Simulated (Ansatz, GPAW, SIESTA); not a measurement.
## One calculation of InGaAs2, 3 ways

```
CELL_PARAMETERS angstrom
4.22500 0.00000 0.00000
0.00000 4.22500 0.00000
0.00000 0.00000 5.96215
ATOMIC_POSITIONS crystal
In 0.00126 0.00859 0.49885
As 0.01113 0.50855 0.22726
As 0.50470 0.99809 0.76395
Ga 0.50285 0.48518 0.99242
```

The cell comes from a database or a generator and needn't be the stable form of this composition.

Atoms were shifted at random by some hundredths of an Å from the given cell, which wasn't relaxed again for these runs.

Alike in all runs: task single point; functional PBEsol; k mesh 6 × 6 × 5; occupations fermi-dirac, width 0.05 eV; no spin polarisation; no spin-orbit coupling. Pressure is positive in compression and, in plane waves, holds the error of the finite cutoff, which Ansatz's Pulay term estimates and takes out.

```tsv
program and potentials	plane-wave cutoff (eV)	notes	pressure (GPa)	largest force (eV/Å)	energy over the undisturbed cell (meV/atom)
Ansatz, Ansatz PAW	420	potentials made for PBE, which Ansatz adapts in part; 14 valence electrons an atom on average; Pulay term of +0.03 GPa included	-2.56	0.477	5.09
GPAW, PAW data sets generated for this functional	600	6.5 valence electrons an atom on average	-2.40	0.515	5.36
SIESTA, files PseudoDojo sr-pbesol-0.4.1-standard, DZP (energy shift 0.003 Ry; two zetas on semicore shells)	-	atomic basis; 14 valence electrons an atom on average	-2.47	0.508	5.37
```

Force on atom 4 (Ga), eV/Å:

```tsv
program and potentials	x	y	z
Ansatz, Ansatz PAW	0.205	0.359	0.238
GPAW, PAW data sets generated for this functional	0.223	0.389	0.252
SIESTA, files PseudoDojo sr-pbesol-0.4.1-standard, DZP (energy shift 0.003 Ry; two zetas on semicore shells)	0.221	0.386	0.246
```

The pressure spans -2.56 (Ansatz, Ansatz PAW) to -2.40 GPa (GPAW, PAW data sets generated for this functional). Rows in atomic bases carry the error of their basis and grid, which can be large.

The functional is the same throughout but for its coding, so the spread measures potentials, basis and numerics; runs on potential files found faulty are left out.
